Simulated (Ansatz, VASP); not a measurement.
## One calculation of K2F, two programs

```xyz
3
Lattice="0.0000 3.6085 3.6085 3.6085 0.0000 3.6085 3.6085 3.6085 0.0000" Properties=species:S:1:pos:R:3 pbc="T T T"
K     1.8043    1.8043    1.8043
K     5.4128    5.4128    5.4128
F     3.6085    3.6085    3.6085
```

Alike in both runs: functional PBE; k mesh 4 × 4 × 4; occupations gaussian, width 0.1 eV; no spin polarisation.

Ansatz relaxed the structure, and its values are those at the end. VASP's run is a single point on that final structure, the one shown.

```csv
,VASP,Ansatz
version,VASP 6.6.1,Ansatz 0.2.0
potentials or method,"VASP PAW PBE potentials, release 64 (K_sv, F)","scalar-relativistic, plane waves, PAW"
plane-wave cutoff (eV),520,420
valence electrons in the cell,25,25
```

```csv
,VASP,Ansatz,Ansatz less VASP
gap on the k mesh at the Fermi level (eV),none,none,-
pressure (GPa),-0.1,-0.1,+0.06
```

A gap of «none» marks a metal or a gap that the smearing closes. With one functional, cell and mesh, what is left measures potentials, basis and numerics.

Caveats: the k mesh is coarse (spacing up to 0.38 Å⁻¹), so the values aren't converged; an odd number of electrons without spin polarisation forces a metal; a magnetic or distorted state may lie lower.
